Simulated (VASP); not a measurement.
Write the native input for VASP 6.6.1 that does the following.

```yaml
Task: density of states
Functional: PBE
Potentials_or_basis: VASP PAW PBE potentials, release 64 (Co, Si)
Cutoff: 520 eV
k_mesh: 8 × 8 × 8
Occupations: methfessel-paxton, width 0.1 eV
Spin: no spin polarisation
k_mesh_for_the_DOS: 12 × 12 × 12
Occupations_for_the_DOS: tetrahedron
Further_INCAR_settings: ALGO = Fast; EDIFF = 1e-06
```

Crystal: CoSi.

```xyz
8
Lattice="4.3866 0.0000 0.0000 0.0000 4.3866 0.0000 0.0000 0.0000 4.3866" Properties=species:S:1:pos:R:3 pbc="T T T"
Co    0.6393    0.6393    0.6393
Co    1.5540    3.7472    2.8326
Co    2.8326    1.5540    3.7472
Co    3.7472    2.8326    1.5540
Si    3.6994    3.6994    3.6994
Si    2.8805    0.6872    1.5061
Si    1.5061    2.8805    0.6872
Si    0.6872    1.5061    2.8805
```

The input as run:

POSCAR

```
CoSi                                    
1.0
    4.3865828305      0.0000000000      0.0000000000
    0.0000000000      4.3865828305      0.0000000000
    0.0000000000      0.0000000000      4.3865828305
  Co              Si            
     4     4
Direct
     0.1457490871223968    0.1457490871223968    0.1457490871223968
     0.3542509128776032    0.8542509128776032    0.6457490871223968
     0.6457490871223968    0.3542509128776032    0.8542509128776032
     0.8542509128776032    0.6457490871223968    0.3542509128776032
     0.8433334726077035    0.8433334726077035    0.8433334726077035
     0.6566665273922965    0.1566665273922965    0.3433334726077035
     0.3433334726077035    0.6566665273922965    0.1566665273922965
     0.1566665273922965    0.3433334726077035    0.6566665273922965
```

INCAR.step1

```
SYSTEM = CoSi
PREC = Accurate ; ENCUT = 520
EDIFF = 1E-6 ; ISMEAR = 1
SIGMA = 0.1 ; LREAL = .False.
LASPH = .True. ; NELM = 80
ALGO = Fast ; ISIF = 2
LWAVE = .False. ; LCHARG = .True.
LMAXMIX = 4 ; GGA = PE
KPAR = 4
```

KPOINTS.step1

```
Automatic mesh
0
Gamma
  8 8 8
  0 0 0
```

INCAR.step2

```
SYSTEM = CoSi
PREC = Accurate ; ENCUT = 520
EDIFF = 1E-6 ; ISMEAR = -5
SIGMA = 0.1 ; LREAL = .False.
LASPH = .True. ; NELM = 80
ALGO = Fast ; ISIF = 2
LWAVE = .False. ; LCHARG = .False.
LMAXMIX = 4 ; GGA = PE
LORBIT = 11 ; KPAR = 4
NEDOS = 1001 ; ICHARG = 11
```

KPOINTS.step2

```
Automatic mesh
0
Gamma
  12 12 12
  0 0 0
```

Potentials or basis: VASP PAW PBE potentials, release 64 (Co, Si).

Command:

```bash
$ cat potpaw_PBE.64/Co/POTCAR potpaw_PBE.64/Si/POTCAR > POTCAR
$ cp INCAR.step1 INCAR
$ cp KPOINTS.step1 KPOINTS
$ mpirun -np 4 vasp_std > vasp.out
$ cp INCAR.step2 INCAR
$ cp KPOINTS.step2 KPOINTS
$ mpirun -np 4 vasp_std > vasp.out
```

It gave:

| Item | Value |
| --- | --- |
| Valence electrons inside the program's atomic spheres | Co 8.69; Si 1.63 |

Run time: 73 s on 4 MPI ranks on AMD EPYC 9R45 (Zen 5), with other jobs on the host, peak memory 0.35 GiB a rank.
